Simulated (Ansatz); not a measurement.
A run of Ansatz 0.2.0:

input.yaml

```yaml
crystal:
  lattice:
    - [-1.641, 1.641, 1.641]
    - [1.641, -1.641, 1.641]
    - [1.641, 1.641, -1.641]
  atoms:
    - { symbol: Ti, position: [0.0, 0.0, 0.0] }
kpoints:
  mp_grid: { grid: [11, 11, 11] }
scf:
  occupations: { method: fermi_dirac, width: 0.05 }
hamiltonian:
  xc: lda
  pseudopotentials: { kind: all_electron, lapw: { basis_error: 0.001 } }
output:
  forces: true
  stress: true
relax:
  f_tol: 0.01
  max_steps: 60
  cell: {}
```

Potentials or basis: all-electron LAPW, scalar-relativistic.

The run is started by

```console
$ ansatz run input.yaml --threads 1 --pin off --max-ram 3072MiB --backend cpu --events-out ev --progress --plain --runs-dir out
```

Hardware: 1 thread of Arm Neoverse V2, with other jobs on the host.

Task: Estimate the wall time of this run.

Result: It took 5.8 s on 1 thread of Arm Neoverse V2 (shared host), peak memory 0.23 GiB. Counts: scf iterations 20, plane waves 141, k points 56, bands 10, ion steps 5.
